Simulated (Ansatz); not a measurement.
A run of Ansatz 0.2.0 is set up as follows.

input.yaml

```yaml
crystal:
  lattice:
    - [3.309, 0.0, 0.0]
    - [-1.6545, 2.8656780611, 0.0]
    - [0.0, 0.0, 5.2733]
  atoms:
    - { symbol: Sc, position: [0.6666666667, 0.3333333333, 0.75] }
    - { symbol: Sc, position: [0.3333333333, 0.6666666667, 0.25] }
kpoints:
  mp_grid: { grid: [9, 9, 5] }
  band_path:
    path:
      - [0.0, 0.0, 0.0]
      - [0.5, 0.0, 0.0]
      - [0.3333333333, 0.3333333333, 0.0]
      - [0.0, 0.0, 0.0]
      - [0.0, 0.0, 0.5]
      - [0.5, 0.0, 0.5]
      - [0.3333333333, 0.3333333333, 0.5]
      - [0.0, 0.0, 0.5]
    npoints: 10
scf:
  occupations: { method: fermi_dirac, width: 0.05 }
hamiltonian:
  xc: pbesol
  pseudopotentials: { kind: all_electron, lapw: { basis_error: 0.001 } }
output:
  forces: true
  stress: true
  eigenvalues: true
```

Potentials or basis: all-electron LAPW, scalar-relativistic.

Run with:

```console
$ ansatz run input.yaml --threads 1 --pin off --max-ram 3072MiB --backend cpu --events-out ev --progress --plain --runs-dir out
```

(1) Predict the pressure.

(2) Predict the band gap along the path.

## Answers

(1) -2.8 GPa.

(2) none (metal or under the smearing width).
